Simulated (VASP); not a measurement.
# Si (I4/mmm) in VASP: further runs, part 2 of 2

VASP 6.6.1.

**4. Single point, PBE+D4**

This run uses another cell than the first one, of 12.86 Å³/atom, 0.821 times its volume.

File INCAR:

```
PREC = Accurate ; ENCUT = 520
EDIFF = 1E-6 ; ISMEAR = 0
SIGMA = 0.05 ; LREAL = False
LASPH = True ; NELM = 100
ALGO = Fast ; ISIF = 2
LWAVE = False ; LCHARG = True
GGA = PE ; IVDW = 13
LELF = True ; LVHAR = True
NBANDS = 8
```

File KPOINTS:

```
regular mesh
0
Gamma
  11 11 11
```

File POSCAR:

```
Si
1.0
   -1.5823047614      1.5823047614      1.2841090273
    1.5823047614     -1.5823047614      1.2841090273
    1.5823047614      1.5823047614     -1.2841090273
Si
1
Direct
    0.0000000000      0.0000000000      0.0000000000
```

Potentials or basis: VASP PAW PBE potentials, release 64 (Si).

Launch:

```sh
cat potpaw_PBE.64/Si/POTCAR > POTCAR
mpirun -np 1 vasp_std > vasp.out
```

OUTCAR:

```text
PREC = Accurate
   ENCUT = 520
   EDIFF = 1E-6
   ISMEAR = 0
   LREAL = False
   LASPH = True
   NELM = 100
   ISIF = 2
   GGA = PE
   IVDW = 13

 ion  position               nearest neighbor table
   1  0.000  0.000  0.000-

  LATTYP: Found a body centered tetragonal cell.
 ALAT       =     3.1646095228
 C/A-ratio  =     0.8115434262

  Lattice vectors:

 A1 = (  -1.5823047614,   1.5823047614,   1.2841090273)
 A2 = (   1.5823047614,  -1.5823047614,   1.2841090273)
 A3 = (   1.5823047614,   1.5823047614,  -1.2841090273)

Analysis of symmetry for initial positions (statically):
=====================================================================
 Subroutine PRICEL returns:
 Original cell was already a primitive cell.

 Routine SETGRP: Setting up the symmetry group for a
 body centered tetragonal supercell.

 Subroutine GETGRP returns: Found 16 space group operations
 (whereof 16 operations were pure point group operations)
 out of a pool of 16 trial point group operations.

The static configuration has the point symmetry D_4h.

Analysis of symmetry for dynamics (positions and initial velocities):
=====================================================================
 Subroutine PRICEL returns:
 Original cell was already a primitive cell.

 Routine SETGRP: Setting up the symmetry group for a
 body centered tetragonal supercell.

 Subroutine GETGRP returns: Found 16 space group operations
 (whereof 16 operations were pure point group operations)
 out of a pool of 16 trial point group operations.

The dynamic configuration has the point symmetry D_4h.

 Subroutine INISYM returns: Found 16 space group operations
 (whereof 16 operations are pure point group operations),
 and found     1 'primitive' translations

----------------------------------------------------------------------------------------

                                     Primitive cell

  volume of cell :      12.8600

  direct lattice vectors                    reciprocal lattice vectors
    -1.582304761  1.582304761  1.284109027     0.000000000  0.315994752  0.389375037
     1.582304761 -1.582304761  1.284109027     0.315994752  0.000000000  0.389375037
     1.582304761  1.582304761 -1.284109027     0.315994752  0.315994752  0.000000000

  length of vectors
     2.579983083  2.579983083  2.579983083     0.501463461  0.501463461  0.446884063

  position of ions in fractional coordinates (direct lattice)
     0.000000000  0.000000000  0.000000000

  ion indices of the primitive-cell ions
   primitive index   ion index
                 1           1

----------------------------------------------------------------------------------------

 KPOINTS: regular mesh

Automatic generation of k-mesh.
 Grid dimensions read from file:
 generate k-points for:   11   11   11

 Generating k-lattice:

  Cartesian coordinates                     Fractional coordinates (reciprocal lattice)
     0.000000000  0.028726796  0.035397731     0.090909091  0.000000000 -0.000000000
     0.028726796  0.000000000  0.035397731     0.000000000  0.090909091 -0.000000000
     0.028726796  0.028726796  0.000000000     0.000000000  0.000000000  0.090909091

  Length of vectors
     0.045587587  0.045587587  0.040625824

  Shift w.r.t. Gamma in fractional coordinates (k-lattice)
     0.000000000  0.000000000  0.000000000

 Subroutine IBZKPT returns following result:
 ===========================================

 Found    126 irreducible k-points:

 Following reciprocal coordinates:
            Coordinates               Weight
  0.000000  0.000000  0.000000      1.000000
  0.090909 -0.000000  0.000000      8.000000
  0.181818  0.000000  0.000000      8.000000
  0.272727  0.000000  0.000000      8.000000
  0.363636 -0.000000  0.000000      8.000000
  0.454545 -0.000000  0.000000      8.000000
[... 16 lines left out ...]
 -0.272727  0.181818 -0.000000     16.000000
 -0.181818  0.181818  0.000000      4.000000
 [... further k-points ...]
   k-points           NKPTS =    126   k-points in BZ     NKDIM =    126   number of bands    NBANDS=      8
   number of dos      NEDOS =    301   number of ions     NIONS =      1
   total plane-waves  NPLWV =   8000
   dimension x,y,z NGX =    20 NGY =   20 NGZ =   20
   dimension x,y,z NGXF=    40 NGYF=   40 NGZF=   40
   ions per type =               1
   NGX,Y,Z   is equivalent  to a cutoff of  12.89, 12.89, 12.89 a.u.
   NGXF,Y,Z  is equivalent  to a cutoff of  25.77, 25.77, 25.77 a.u.
 SYSTEM =  unknown system
   PREC   = accura    normal or accurate (medium, high low for compatibility)
   ISTART =      0    job   : 0-new  1-cont  2-samecut
   ICHARG =      2    charge: 1-file 2-atom 10-const
   ISPIN  =      1    spin polarized calculation?
   LNONCOLLINEAR =      F non collinear calculations
   LSORBIT =      F    spin-orbit coupling
   LASPH  =      T    aspherical Exc in radial PAW
   ENCUT  =  520.0 eV  38.22 Ry    6.18 a.u.   4.80  4.80  4.80*2*pi/ulx,y,z
   NELM   =    100;   NELMIN=  2; NELMDL= -5     # of ELM steps
   EDIFF  = 0.1E-05   stopping-criterion for ELM
   LREAL  =      F    real-space projection
   EDIFFG = 0.1E-04   stopping-criterion for IOM
   NSW    =      0    number of steps for IOM
   IBRION =     -1    ionic relax: 0-MD 1-quasi-New 2-CG
   NFREE  =      0    steps in history (QN), initial steepest desc. (CG)
   ISIF   =      2    stress and relaxation
   ISYM   =      2    0-nonsym 1-usesym 2-fastsym
   POTIM  = 0.5000    time-step for ionic-motion
   TEBEG  =    0.0;   TEEND  =   0.0 temperature during run
   PSTRESS=    0.0 pullay stress
   NELECT =       4.0000    total number of electrons
   NUPDOWN=      -1.0000    fix difference up-down
   EMIN   =  10.00;   EMAX   =-10.00  energy-range for DOS
   EFERMI =   0.00;   METHOD = LEGACY
   ISMEAR =     0;   SIGMA  =   0.05  broadening in eV -4-tet -1-fermi 0-gaus
   EFERMI_NEDOS =   21; number of points for ismear=-14 and -15
   IALGO  =     68    algorithm
   IMIX   =      4    mixing-type and parameters
     AMIX     =   0.40;   BMIX     =  1.00
     AMIX_MAG =   1.60;   BMIX_MAG =  1.00
  volume/ion in A,a.u.               =      12.86        86.78
  Fermi-wavevector in a.u.,A,eV,Ry     =   1.109211  2.096105 16.739910  1.230349
  Thomas-Fermi vector in A             =   2.245748
   LORBIT       =      0    0 simple, 1 ext, 2 COOP (PROOUT), +10 PAW based schemes
   GGA     = PE    functional components
   LHFCALC =     F    Hartree Fock is set to
   AEXX    =    0.0000 exact exchange contribution
   IVDW    =    13    specifies the selected vdW correction
   LEPSILON=     F    determine dielectric tensor
   LRPA    =     F    only Hartree local field effects (RPA)
 non-spin polarized calculation
 RMM-DIIS sequential band-by-band and
 Gauss-broadening in eV      SIGMA  =   0.05
  energy-cutoff  :      520.00
  volume of cell :       12.86
 maximum number of plane-waves:       357
   NGX =  9   NGY =  9   NGZ =  9

 number of electron       4.0000000 magnetization

 Free energy of the ion-electron system (eV)
  ---------------------------------------------------
  ext. energy  EPLUGINS =         0.00000000
  ---------------------------------------------------
  free energy    TOTEN  =        -4.86952551 eV

  energy without entropy =       -4.86855970  energy(sigma->0) =       -4.86904261

 E-fermi :  11.7863     XC(G=0): -11.6672

 val. band max:       11.7805576777   @ k =   0.3636   0.1818   0.0000
 cond. band min:      11.7938623121   @ k =   0.2727   0.1818   0.0909
 fundamental gap:      0.0133046344
 Fermi energy:        11.7862792646

 k-point     1 :       0.0000    0.0000    0.0000
  band No.  band energies     occupation
      1      -3.8083      2.00000
      2      21.5064      0.00000
      3      22.8132      0.00000
      4      22.8132      0.00000
      5      25.1673      0.00000
      6      27.0993      0.00000
      7      27.5531      0.00000
      8      27.5531      0.00000
[... 243 lines left out ...]
 k-point    24 :      -0.1818    0.1818    0.0000
  band No.  band energies     occupation
      1      -2.8533      2.00000
      2      14.6361      0.00000
      3      23.3915      0.00000
      4      23.9348      0.00000
      5      24.1983      0.00000
      6      25.8799      0.00000
      7      27.5394      0.00000
      8      29.4076      0.00000

 [... further k-points ...]

------------------------ aborting loop because EDIFF is reached ----------------------------------------

  DFT-D4 for vdW energy calculation

  Edisp (eV):   -0.49322

  FORCE on cell =-STRESS in cart. coord.  units (eV):
  Direction    XX          YY          ZZ          XY          YZ          ZX
  --------------------------------------------------------------------------------------
  -------------------------------------------------------------------------------------
  Total       0.64933     0.64933     0.73332     0.00000     0.00000     0.00000
  in kB      80.89761    80.89761    91.36102     0.00000     0.00000     0.00000
  external pressure =       84.39 kB  Pullay stress =        0.00 kB

 VOLUME and BASIS-vectors are now :
 -----------------------------------------------------------------------------
  energy-cutoff  :      520.00
  volume of cell :       12.86
      direct lattice vectors                 reciprocal lattice vectors
    -1.582304761  1.582304761  1.284109027     0.000000000  0.315994752  0.389375037
     1.582304761 -1.582304761  1.284109027     0.315994752  0.000000000  0.389375037
     1.582304761  1.582304761 -1.284109027     0.315994752  0.315994752  0.000000000

 POSITION                                       TOTAL-FORCE (eV/Angst)
 -----------------------------------------------------------------------------------
      0.00000      0.00000      0.00000        -0.000000     -0.000000      0.000000
 -----------------------------------------------------------------------------------
    total drift:                                0.000000      0.000000      0.000000

  FREE ENERGIE OF THE ION-ELECTRON SYSTEM (eV)
  ---------------------------------------------------
  free  energy   TOTEN  =        -5.3627478794 eV

  energy  without entropy=       -5.3617820660  energy(sigma->0) =       -5.36226497
```

Run time: 5.1 s. Hardware: 1 thread of Intel Xeon 6975P-C (Granite Rapids), shared host; peak memory 0.12 GiB.

Results:

| Property | Result |
| --- | --- |
| Free energy | -5.3627 eV |
| Pressure | 8.4 GPa |
| Band gap on the k mesh | none (metal or under the smearing width) |
| Dispersion energy per atom | -0.493 eV |

Stress tensor (GPa, compression positive):
```
8.09 0.00 0.00
0.00 8.09 0.00
0.00 0.00 9.14
```

Caveat: pairwise dispersion overbinds metals, which lowers pressure and volume.

**5. The runs side by side**

```csv
cell,gap on the mesh (eV),pressure (GPa)
"I4/mmm, 15.66 Å³/atom",none,-9.6
"I4/mmm, 13.98 Å³/atom",none,-1.5
"I4/mmm, 12.86 Å³/atom",none,8.4
```

Alike in all rows: task single point; level PBE+D4; potentials or basis VASP PAW PBE potentials, release 64 (Si); no spin polarisation; k mesh 11 × 11 × 11; cutoff (eV) 520; smearing gaussian 0.05 eV.

Every run on the cell as given and a fine mesh finds a metal.

Caveats: pairwise dispersion overbinds metals, which lowers pressure and volume.

Total energies depend on the potentials used, so only differences within one code and one set of settings carry meaning.
